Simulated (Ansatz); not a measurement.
A frame of NaWO3 from dynamics at 2590 K, with the forces (eV/Å) computed on a k mesh in the last three columns. Method: DFT PBEsol, scalar-relativistic, plane waves, PAW in Ansatz.

Settings: cutoff 420 eV, Γ-centred mesh 4×4×4 on the computed 20-atom cell, Fermi–Dirac smearing of 0.22 eV; no spin polarisation.

```xyz
20
Lattice="6.699 0.235 0.247 0.235 6.245 -0.051 0.247 -0.051 6.473" Properties=species:S:1:pos:R:3:forces:R:3 pbc="T T T"
Na    1.593    1.958    1.595   -0.260   -0.320    2.030
Na    6.098    4.053    4.374    0.890   -0.700    0.880
Na    4.226    5.384    3.648   -0.970   -1.140    1.800
Na    2.849    3.137    4.931   -0.680   -0.150    0.450
W     5.327    1.348    3.024    2.480   -0.280   -0.720
W     0.844    0.212    4.803    0.080   -0.510    4.430
W     0.925    4.622    1.027   -1.050    3.530   -1.890
W     3.457    0.208    0.249    1.690    2.960   -1.320
O     0.807    1.705    3.921   -1.120    2.590   -1.880
O     3.937    4.895    6.000   -0.950   -6.140   -1.520
O     6.667    3.670    2.135   -1.500    0.190    0.280
O     1.124    0.388    0.501   -0.260   -1.890   -0.810
O     3.650    5.984    1.916   -1.810   -0.060    0.180
O     4.500    2.685    3.694   -0.890    2.160    1.080
O     4.912    1.338    1.315    0.120    0.850   -1.090
O     2.349    3.760    1.105    2.780   -1.180    0.280
O     6.397    5.994    3.570    1.880   -0.200   -2.270
O     2.863    0.873    5.129   -2.840    0.060   -0.530
O     5.145    0.212    5.497    3.210    2.240    0.500
O     1.211    4.670    5.512   -0.820   -2.010    0.120
```

Static pressure 11.4 GPa (no kinetic part), no gap on the mesh.

Counting as bonded all pairs within 1.2 times the summed covalent radii, but none from a metal cation to another cation:

| atom → neighbour | mean count | mean length (Å) | spread (Å) |
| --- | --- | --- | --- |
| Na → O | 5.50 | 2.35 | 0.24 |
| O → Na | 1.83 | 2.35 | 0.24 |
| O → W | 1.83 | 2.06 | 0.32 |
| W → O | 5.50 | 2.06 | 0.32 |

Angles between all pairs of such bonds at an atom (mean ± spread): 101 ± 30° at Na, 105 ± 25° at O, 103 ± 30° at W.

Spin-orbit coupling is left out, which matters for the bands of heavy elements. Spin polarisation was left out, and a magnetic state may lie lower.

Cost: 1 run of about 3.3 core-minutes, on Arm Neoverse V1 (shared hosts).